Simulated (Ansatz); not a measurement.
# NaI: a single-point run

The task is a single-point run on NaI. The structure is shown as the input types it. The cell is built on a prototype (zincblende) and needn't be the phase found in nature.

Computed with Ansatz 0.2.0 (density functional or hybrid calculation with the settings of its input, plane waves (as first typed), unless a step's input says otherwise).

4 further runs of the same task are left out: 4 that didn't finish.

**1. The starting structure**

The structure is cubic, space group F-43m (No. 216). The conventional cell has a = 7.086 Å, b = 7.086 Å, c = 7.086 Å, α = 90.00°, β = 90.00°, γ = 90.00°. Around Na (site symmetry -43m) lie 4 I at 3.07 Å. I (site symmetry -43m) has 4 Na at 3.07 Å as nearest neighbours.

Coordinates:

```xyz
2
Lattice="0.0000 3.5432 3.5432 3.5432 0.0000 3.5432 3.5432 3.5432 0.0000" Properties=species:S:1:pos:R:3 pbc="T T T"
Na    0.0000    0.0000    0.0000
I     1.7716    1.7716    1.7716
```

**2. The calculation**

Input file input.yaml:

```yaml
crystal:
  lattice:
    - [0.0, 3.5431916648, 3.5431916648]
    - [3.5431916648, 0.0, 3.5431916648]
    - [3.5431916648, 3.5431916648, 0.0]
  atoms:
    - { symbol: Na, position: [0.0, 0.0, 0.0] }
    - { symbol: I, position: [0.25, 0.25, 0.25] }
kpoints:
  mp_grid: { grid: [4, 4, 4] }
hamiltonian:
  xc: pbesol
scf:
  occupations: { method: fixed }
  n_extra_bands: 4
  convergence: { dr2_threshold: 1.0 }
  max_iter: 88
output:
  forces: true
  stress: true
  eigenvalues: true
```

The run is started by

```console
ansatz run input.yaml --threads 4 --pin off --max-ram 3686MiB --backend cpu --events-out ev --progress --plain --runs-dir out
```

Q: Will this input give a usable result? If not, why, and what should change?

The program finished normally, with warnings (force scf threshold loose, stress scf threshold loose). Its log warns: «scf.convergence.dr2_threshold = 1e0 eV is looser than this run's default, which is 1e-7 eV or tighter. The error in the forces grows as the threshold's square root ...»

The threshold asked is loose, but the program put off the close and ended at dr2 = 4.9e-10, so little accuracy was lost here.

Run again and compare: delete scf.convergence.dr2_threshold (the default then holds).
